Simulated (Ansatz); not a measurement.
MnS:

```
Mn S
1.0
     0.00000    2.47346    2.47346
     2.47346    0.00000    2.47346
     2.47346    2.47346    0.00000
Mn S
1 1
Direct
  0.00000 0.00000 0.00000
  0.75000 0.75000 0.75000
```

The cell is a database's computed one.

* Program: Ansatz 0.2.0
* Task: relaxation of cell and atoms
* Functional: r2SCAN
* Potentials or basis: Ansatz PAW
* Cutoff: 500 eV (not typed: the program's choice for these potentials)
* k mesh: 9 × 9 × 9
* Occupations: fermi-dirac, width 0.05 eV
* Spin: collinear spin, ferromagnetic start
* Starting moments: [4.0, 0.0] μB

At the start: volume 15.13 Å³/atom.

Task: Where does the relaxation end?

Result: It ends after 7 steps and the volume is 22.51 Å³/atom (+48.8 %); space group F-43m (No. 216, to 0.05 Å); moment 5.00 μB per cell.

The path:
| step | energy change (eV) | largest force (eV/Å) | volume (Å³) |
| --- | --- | --- | --- |
| 1 | 0.0000 | 0.0000 | 30.27 |
| 2 | -0.7850 | 0.0000 | 34.97 |
| 3 | -1.2658 | 0.0000 | 40.07 |
| 4 | -1.3973 | 0.0000 | 45.77 |
| 5 | -1.3999 | 0.0000 | 45.13 |
| 6 | -1.4000 | 0.0000 | 45.03 |
| 7 | -1.4082 | 0.0000 | 45.03 |

Final structure:
```xyz
2
Lattice="0.0000 2.8237 2.8237 2.8237 0.0000 2.8237 2.8237 2.8237 0.0000" Properties=species:S:1:pos:R:3 pbc="T T T"
Mn    0.0000    0.0000    0.0000
S     4.2355    4.2355    4.2355
```

Caveat: the magnetic or orbital state may not be the lowest; the volume moved by over 15 % at a fixed basis, so the end points are rough; the plane-wave basis is chosen anew once the cell has moved, so the energies of steps on either side of that aren't comparable; a cell with one magnetic atom can't hold antiferromagnetic order, which such compounds often take; the PAW data sets come from PBE, with cores solved anew for the run's functional, which leaves a small shift of forces and pressure.
